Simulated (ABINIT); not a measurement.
# Ag (Fm-3m) in ABINIT: settings compared, part 2 of 2

ABINIT 10.8.3 (patched build).

## 4. Band structure, RPBE, spin-orbit coupling, no magnetisation

Contents of run.abi:

```
# Datasets: ground state, then fixed potential
ndtset 2

# Pseudopotentials
pp_dirpath "./"
pseudos "Ag.GGA_PBE-JTH.xml"

# Structure
acell 3*1.0 Angstrom
rprim
     0.0000000000     2.0427500000     2.0427500000
     2.0427500000     0.0000000000     2.0427500000
     2.0427500000     2.0427500000     0.0000000000
ntypat 1
znucl 47
natom 1
typat 1
xcart
     0.0000000000     0.0000000000     0.0000000000 Angstrom

# Plane-wave basis
ecut 462.593566 eV
pawecutdg 34.0

# Exchange and correlation
ixc 15

# Bands and occupations
occopt 3
tsmear 0.05 eV

# Spin
nspinor 2
nspden 1
pawspnorb 1

# SCF cycle
nstep 100

# Output
iomode 3
prtwf 0
prteig 0
prtebands 0
enunit 1
prtden1 1
prtvha1 1
prtvclmb1 1
prtpot1 1

# Dataset 1
kptopt1 4
ngkpt1 11 11 11
nshiftk1 1
shiftk1 0.0 0.0 0.0
nband1 20
tolvrs1 1.0e-9

# Dataset 2: bands along G-X-W-K-G-L-U-W-L-K
iscf2 -2
getden2 1
nband2 28
nbdbuf2 2
tolwfr2 1.0e-12
kptopt2 -9
ndivsm2 8
prteig2 1
kptbounds2
     0.0000000000     0.0000000000     0.0000000000
     0.5000000000     0.0000000000     0.5000000000
     0.5000000000     0.2500000000     0.7500000000
     0.3750000000     0.3750000000     0.7500000000
     0.0000000000     0.0000000000     0.0000000000
     0.5000000000     0.5000000000     0.5000000000
     0.6250000000     0.2500000000     0.6250000000
     0.5000000000     0.2500000000     0.7500000000
     0.5000000000     0.5000000000     0.5000000000
     0.3750000000     0.3750000000     0.7500000000
```

On the command line:

```
> abinit run.abi > log 2>&1
```

It took 65 s on 1 thread of Arm Neoverse V2, shared host; peak memory 0.13 GiB.

Results (log left out):

```
Free energy                                           : -1038.9553 eV
Pressure                                              : 8.5 GPa
Band gap on the k mesh                                : none (metal or under the smearing width)
Valence electrons inside the program's atomic spheres : Ag 9.82 (radii [1.331] Å)
```

Levels at the corners of the path, in eV from the Fermi level:
```csv
point,band 7,band 8,band 9,band 10,band 11,band 12,band 13,band 14
Γ,-4.88,-4.88,-4.01,-4.01,-4.01,-4.01,16.42,16.42
X,-3.19,-3.19,-2.87,-2.87,1.37,1.37,6.49,6.49
W,-4.02,-4.02,-3.05,-3.05,5.55,5.55,5.89,5.89
K,-3.85,-3.85,-3.30,-3.30,4.03,4.03,5.06,5.06
Γ,-4.88,-4.88,-4.01,-4.01,-4.01,-4.01,16.42,16.42
L,-3.37,-3.37,-3.15,-3.15,-0.65,-0.65,3.36,3.36
U,-3.85,-3.85,-3.30,-3.30,4.03,4.03,5.06,5.06
W,-4.02,-4.02,-3.05,-3.05,5.55,5.55,5.89,5.89
L,-3.37,-3.37,-3.15,-3.15,-0.65,-0.65,3.36,3.36
K,-3.85,-3.85,-3.30,-3.30,4.03,4.03,5.06,5.06
```

Caveat: the PAW data sets were made with another functional, which shifts forces and pressure a little.

## 5. Band structure, AM05

Contents of run.abi:

```
# Datasets: ground state, then fixed potential
ndtset 2

# Pseudopotentials
pp_dirpath "./"
pseudos "Ag.GGA_PBE-JTH.xml"

# Structure
acell 5.4592009917 5.4592009917 5.4592009917
rprim
     0.0000000000     0.7071067812     0.7071067812
     0.7071067812     0.0000000000     0.7071067812
     0.7071067812     0.7071067812     0.0000000000
ntypat 1
znucl 47
natom 1
typat 1
xcart
     0.0000000000     0.0000000000     0.0000000000

# Plane-wave basis
ecut 17.0
pawecutdg 34.0

# Exchange and correlation
ixc -120135

# Bands and occupations
occopt 3
tsmear 0.05 eV

# SCF cycle
nstep 100

# Output
iomode 3
prtwf 0
prteig 0
prtebands 0
prtden1 1

# Dataset 1
kptopt1 1
ngkpt1 11 11 11
nshiftk1 1
shiftk1 0.0 0.0 0.0
nband1 10
tolvrs1 1.0e-9

# Dataset 2: bands along G-X-W-K-G-L-U-W-L-K
iscf2 -2
getden2 1
nband2 14
nbdbuf2 2
tolwfr2 1.0e-12
kptopt2 -9
ndivsm2 5
prteig2 1
kptbounds2
     0.0000000000     0.0000000000     0.0000000000
     0.5000000000     0.0000000000     0.5000000000
     0.5000000000     0.2500000000     0.7500000000
     0.3750000000     0.3750000000     0.7500000000
     0.0000000000     0.0000000000     0.0000000000
     0.5000000000     0.5000000000     0.5000000000
     0.6250000000     0.2500000000     0.6250000000
     0.5000000000     0.2500000000     0.7500000000
     0.5000000000     0.5000000000     0.5000000000
     0.3750000000     0.3750000000     0.7500000000
```

On the command line:

```
> abinit run.abi > log 2>&1
```

Run time: 13 s. Hardware: 1 thread of Arm Neoverse V2, shared host; peak memory 0.11 GiB.

Results (log left out):

- Free energy: -1040.2036 eV
- Pressure: -2.6 GPa
- Band gap on the k mesh: none (metal or under the smearing width)
- Valence electrons inside the program's atomic spheres: Ag 9.81 (radii [1.331] Å)

Levels at the corners of the path, in eV from the Fermi level:
| point | band 1 | band 2 | band 3 | band 4 | band 5 | band 6 | band 7 | band 8 | band 9 | band 10 |
| --- | --- | --- | --- | --- | --- | --- | --- | --- | --- | --- |
| Γ | -8.04 | -4.99 | -4.99 | -4.99 | -3.95 | -3.95 | 16.40 | 19.86 | 19.86 | 19.86 |
| X | -6.65 | -6.50 | -3.18 | -2.95 | -2.95 | 1.35 | 6.49 | 10.56 | 10.56 | 16.87 |
| W | -5.89 | -5.28 | -5.28 | -3.94 | -2.95 | 5.72 | 5.72 | 6.81 | 7.93 | 23.04 |
| K | -6.21 | -5.79 | -4.28 | -3.73 | -3.23 | 4.05 | 5.04 | 6.90 | 12.65 | 16.67 |
| Γ | -8.04 | -4.99 | -4.99 | -4.99 | -3.95 | -3.95 | 16.40 | 19.86 | 19.86 | 19.86 |
| L | -6.61 | -5.01 | -5.01 | -3.15 | -3.15 | -0.67 | 3.37 | 15.48 | 17.96 | 17.96 |
| U | -6.21 | -5.79 | -4.28 | -3.73 | -3.23 | 4.05 | 5.04 | 6.90 | 12.65 | 16.67 |
| W | -5.89 | -5.28 | -5.28 | -3.94 | -2.95 | 5.72 | 5.72 | 6.81 | 7.93 | 23.04 |
| L | -6.61 | -5.01 | -5.01 | -3.15 | -3.15 | -0.67 | 3.37 | 15.48 | 17.96 | 17.96 |
| K | -6.21 | -5.79 | -4.28 | -3.73 | -3.23 | 4.05 | 5.04 | 6.90 | 12.65 | 16.67 |

Caveat: the PAW data sets were made with another functional, which shifts forces and pressure a little.

## 6. Summary

```tsv
level	spin	gap on the mesh (eV)	pressure (GPa)
PBE	off	none	4.5
RPBE	SOC, no magnetisation	none	8.5
AM05	off	none	-2.6
```

Alike in all rows: task band structure; potentials or basis JTH PAW PBE v2.0; cell as given; k mesh 11 × 11 × 11; cutoff (eV) 463; smearing fermi-dirac 0.05 eV.

The pressure there spans -2.6 GPa (AM05) to 8.5 GPa (RPBE); a positive pressure means that this level wants a larger cell, a negative one a smaller.

Caveats: the PAW data sets were made with another functional, which shifts forces and pressure a little (some runs).

Total energies depend on the potentials used, so only differences within one code and one set of settings carry meaning.
